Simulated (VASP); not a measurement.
# CO2 (I-42d) in VASP: notebook, part 3 of 3

VASP 6.6.1. Earlier steps stand in the parts before.

## (5) Dielectric tensor, PBEsol

This run uses another cell than the first one, of 7.61 Å³/atom, 0.970 times its volume.

INCAR reads:

```
  PREC = Accurate
  ENCUT = 600
  EDIFF = 1E-8
  ISMEAR = 0
  SIGMA = 0.03
  LREAL = False
  LASPH = True
  NELM = 80
  ALGO = Fast
  ISIF = 2
  LWAVE = False
  LCHARG = False
  GGA = PS
  LEPSILON = True
  KPAR = 2
```

KPOINTS reads:

```
Automatic mesh
0
Gamma
  12 12 12
```

POSCAR reads:

```
CO2                                     
1.0
   -1.9604904386      1.9604904386      2.9709707791
    1.9604904386     -1.9604904386      2.9709707791
    1.9604904386      1.9604904386     -2.9709707791
  C               O             
     2     4
Direct
     0.0000000000000000    0.0000000000000000    0.0000000000000000
     0.7500000000000000    0.2500000000000000    0.5000000000000000
     0.3750000000000000    0.2929175044303634    0.4179175044303634
     0.7070824955696366    0.1250000000000000    0.0820824955696366
     0.8750000000000000    0.9570824955696366    0.5820824955696366
     0.0429175044303634    0.6250000000000000    0.9179175044303634
```

Potentials or basis: VASP PAW PBE potentials, release 64 (C, O).

Run with:

```console
cat potpaw_PBE.64/C/POTCAR potpaw_PBE.64/O/POTCAR > POTCAR
mpirun -np 2 vasp_std > vasp.out
```

OUTCAR:

```text
PREC = Accurate
   ENCUT = 600
   EDIFF = 1E-8
   ISMEAR = 0
   LREAL = False
   LASPH = True
   NELM = 80
   ISIF = 2
   GGA = PS
   LEPSILON = True

 ion  position               nearest neighbor table
   1  0.000  0.000  0.000-   3 1.40   4 1.40   5 1.40   6 1.40
   2  0.750  0.250  0.500-   3 1.40   4 1.40   5 1.40   6 1.40
   3  0.375  0.293  0.418-   1 1.40   2 1.40
   4  0.707  0.125  0.082-   1 1.40   2 1.40
   5  0.875  0.957  0.582-   1 1.40   2 1.40
   6  0.043  0.625  0.918-   1 1.40   2 1.40

  LATTYP: Found a body centered tetragonal cell.
 ALAT       =     3.9209808772
 C/A-ratio  =     1.5154222232

  Lattice vectors:

 A1 = (  -1.9604904386,   1.9604904386,   2.9709707791)
 A2 = (   1.9604904386,  -1.9604904386,   2.9709707791)
 A3 = (   1.9604904386,   1.9604904386,  -2.9709707791)

Analysis of symmetry for initial positions (statically):
=====================================================================
 Subroutine PRICEL returns:
 Original cell was already a primitive cell.

 Routine SETGRP: Setting up the symmetry group for a
 body centered tetragonal supercell.

 Subroutine GETGRP returns: Found  8 space group operations
 (whereof  4 operations were pure point group operations)
[... 799 lines left out ...]
     0.00005 -1.73306  0.00000           (  0.00000 -0.08004  0.00000)
    -1.73306  0.00005  0.00000           ( -0.08004  0.00000  0.00000)
     0.00000  0.00000 -0.00031           (  0.00000  0.00000  0.00000)

 PIEZOELECTRIC TENSOR FIELD DIRECTION 3  (C/m^2)
 -----------------------------------------------------------------------------
     0.00002 -0.60791  0.00000
    -0.60791  0.00002  0.00000
     0.00000  0.00000 -0.00011

 MACROSCOPIC STATIC DIELECTRIC TENSOR (including local field effects in DFT)
 ------------------------------------------------------
           3.239095     0.000000    -0.000000
           0.000000     3.239095     0.000000
           0.000000     0.000000     3.209947
 ------------------------------------------------------

 PIEZOELECTRIC TENSOR (including local field effects)  for field in x, y, z        (e  Angst)
          XX          YY          ZZ          XY          YZ          ZX
  --------------------------------------------------------------------------------
  x     0.00000     0.00000    -0.00000     0.00000    -1.28122     0.00000
  y     0.00000     0.00000     0.00000     0.00000     0.00000    -1.28122
  z     0.00000     0.00000     0.00000    -1.73306     0.00000     0.00000

 PIEZOELECTRIC TENSOR (including local field effects)  for field in x, y, z        (C/m^2)
          XX          YY          ZZ          XY          YZ          ZX
  --------------------------------------------------------------------------------
  x     0.00000     0.00000    -0.00000     0.00000    -0.44941     0.00000
  y     0.00000     0.00000     0.00000     0.00000     0.00000    -0.44941
  z     0.00000     0.00000     0.00000    -0.60791     0.00000     0.00000

 BORN EFFECTIVE CHARGES (including local field effects) (in |e|, cummulative output)
 ---------------------------------------------------------------------------------
 ion    1
    1     2.91498    -0.76001     0.00000
    2     0.76001     2.91498     0.00000
    3     0.00000     0.00000     2.83717
 ion    2
    1     2.91498     0.76001     0.00000
    2    -0.76001     2.91498     0.00000
    3     0.00000     0.00000     2.83717
 ion    3
    1    -0.93116    -0.00000     0.00000
    2     0.00000    -1.98383    -0.85205
    3     0.00000    -0.72575    -1.41859
 ion    4
    1    -1.98383     0.00000     0.85205
    2     0.00000    -0.93116    -0.00000
    3     0.72575     0.00000    -1.41859
 ion    5
    1    -0.93116    -0.00000     0.00000
    2     0.00000    -1.98383     0.85205
    3     0.00000     0.72575    -1.41859
 ion    6
    1    -1.98383     0.00000    -0.85205
    2    -0.00000    -0.93116    -0.00000
    3    -0.72575     0.00000    -1.41859
```

OSZICAR:

```text
N       E                     dE             d eps       ncg     rms          rms(c)
DAV:   1     0.199677001812E+03    0.19968E+03   -0.20897E+04  6520   0.179E+03
DAV:   2    -0.401612786964E+02   -0.23984E+03   -0.23202E+03  8828   0.364E+02
DAV:   3    -0.488415412538E+02   -0.86803E+01   -0.86472E+01  7824   0.751E+01
[... 12 lines left out ...]
RMM:   6    -0.300315228123E+00   -0.14290E-03   -0.62378E-06 19972   0.186E-02    0.383E-03
RMM:   7    -0.300379158024E+00   -0.63930E-04   -0.53218E-07 20018   0.598E-03    0.800E-04
RMM:   8    -0.300387576170E+00   -0.84181E-05   -0.50123E-08 19478   0.148E-03    0.222E-04
RMM:   9    -0.300387774832E+00   -0.19866E-06   -0.44501E-09 19517   0.490E-04    0.483E-05
RMM:  10    -0.300386937738E+00    0.83709E-06   -0.20179E-09 15355   0.129E-04    0.184E-05
RMM:  11    -0.300387059106E+00   -0.12137E-06   -0.29976E-09 10029   0.698E-05    0.255E-06
```

It took 11 min on 2 MPI ranks of Intel Xeon Platinum 8488C (Sapphire Rapids), shared host; peak memory 1.1 GiB.

What came out:

| Quantity | Value |
| --- | --- |
| Band gap on the k mesh | 7.56 eV, indirect (least direct gap 7.99 eV) |
| Electronic dielectric tensor (diagonal) | 3.24, 3.24, 3.21 |
| Born charges (mean of the diagonal) | C +2.89; O -1.44 e |

Levels at points of the mesh, in eV from the valence-band top:
```csv
k point,band 12,band 13,band 14,band 15,band 16,band 17,band 18,band 19,band 20
"(0.00, 0.00, 0.00)",-1.29,-1.29,-0.89,-0.89,-0.44,7.56,9.37,9.39,9.39
"(0.50, 0.00, 0.00)",-2.32,-1.74,-1.44,-0.44,0.00,8.29,9.56,9.77,10.34
"(0.50, 0.50, 0.00)",-2.72,-0.66,-0.66,-0.54,-0.54,9.01,9.01,9.95,9.95
"(0.50, 0.50, 0.50)",-3.13,-2.89,-2.89,-0.03,-0.03,8.86,8.86,10.80,10.80
```

Electronic dielectric tensor:
```
3.24 0.00 0.00
0.00 3.24 0.00
0.00 0.00 3.21
```

Born effective charge tensors (e):
atom 1, C
```
 2.91 -0.76  0.00
 0.76  2.91  0.00
 0.00  0.00  2.84
```
atom 2, C
```
 2.91  0.76  0.00
-0.76  2.91  0.00
 0.00  0.00  2.84
```
atom 3, O
```
-0.93  0.00  0.00
 0.00 -1.98 -0.85
 0.00 -0.73 -1.42
```
atom 4, O
```
-1.98  0.00  0.85
 0.00 -0.93  0.00
 0.73  0.00 -1.42
```
atom 5, O
```
-0.93  0.00  0.00
 0.00 -1.98  0.85
 0.00  0.73 -1.42
```
atom 6, O
```
-1.98  0.00 -0.85
 0.00 -0.93  0.00
-0.73  0.00 -1.42
```

Caveat: the PAW data sets were made with another functional, which shifts forces and pressure a little. Expect the measured gap to be larger: semilocal functionals such as PBEsol lack the derivative discontinuity.

## (6) Summary

```csv
task,level,cell,by perturbation theory,gap on the mesh (eV)
phonons,PBE,"I-42d, 7.85 Å³/atom",no,-
dielectric tensor,PBE,"I-42d, 7.85 Å³/atom",-,7.63
phonons,PBEsol,"I-42d, 7.61 Å³/atom",no,-
dielectric tensor,PBEsol,"I-42d, 7.61 Å³/atom",-,7.56
```

Alike in all rows: potentials or basis VASP PAW PBE potentials, release 64 (C, O); no spin polarisation; k mesh 12 × 12 × 12; cutoff (eV) 600; smearing gaussian 0.03 eV.

Caveats: the PAW data sets were made with another functional, which shifts forces and pressure a little (some runs).

Total energies depend on the potentials used, so only differences within one code and one set of settings carry meaning.
